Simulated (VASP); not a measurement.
The system is ZnO (zincite).

```
Zn O
1.0
     3.24931    0.00000    0.00000
    -1.62465    2.81398    0.00000
     0.00000    0.00000    5.20571
Zn O
2 2
Direct
  0.33333 0.66667 0.50000
  0.66667 0.33333 0.00000
  0.66667 0.33333 0.37901
  0.33333 0.66667 0.87901
```

```yaml
Program: VASP 6.6.1
Task: relaxation of cell and atoms
Functional: RPBE
Potentials_or_basis: VASP PAW PBE potentials, release 64 (Zn, O)
Cutoff: 600 eV
k_mesh: 9 × 9 × 5
Occupations: gaussian, width 0.03 eV
Spin: no spin polarisation
```

At the start: pressure 10.5 GPa; volume 11.90 Å³/atom.

Where does the relaxation end?

Over 5 steps the energy falls by 28.8 meV/atom and the volume is 12.85 Å³/atom (+8.0 %); space group P6_3mc (No. 186, to 0.05 Å).

The path:
| step | energy change (eV) | largest force (eV/Å) | pressure (GPa) | volume (Å³) |
| --- | --- | --- | --- | --- |
| 1 | 0.0000 | 0.0807 | 10.49 | 47.60 |
| 2 | -0.0939 | 0.0223 | -3.71 | 53.17 |
| 3 | -0.1153 | 0.0022 | 0.05 | 51.35 |
| 4 | -0.1153 | 0.0033 | -0.08 | 51.43 |
| 5 | -0.1153 | 0.0074 | -0.09 | 51.39 |

Final structure:
```yaml
crystal:
  lattice:
    - [3.32770, 0.00000, 0.00000]
    - [-1.66385, 2.88187, 0.00000]
    - [0.00000, 0.00000, 5.35831]
  atoms:
    - { symbol: Zn, position: [0.33333, 0.66667, 0.49950] }
    - { symbol: Zn, position: [0.66667, 0.33333, 0.99950] }
    - { symbol: O, position: [0.66667, 0.33333, 0.37951] }
    - { symbol: O, position: [0.33333, 0.66667, 0.87951] }
```

Caveat: the PAW data sets were made with another functional, which shifts forces and pressure a little.
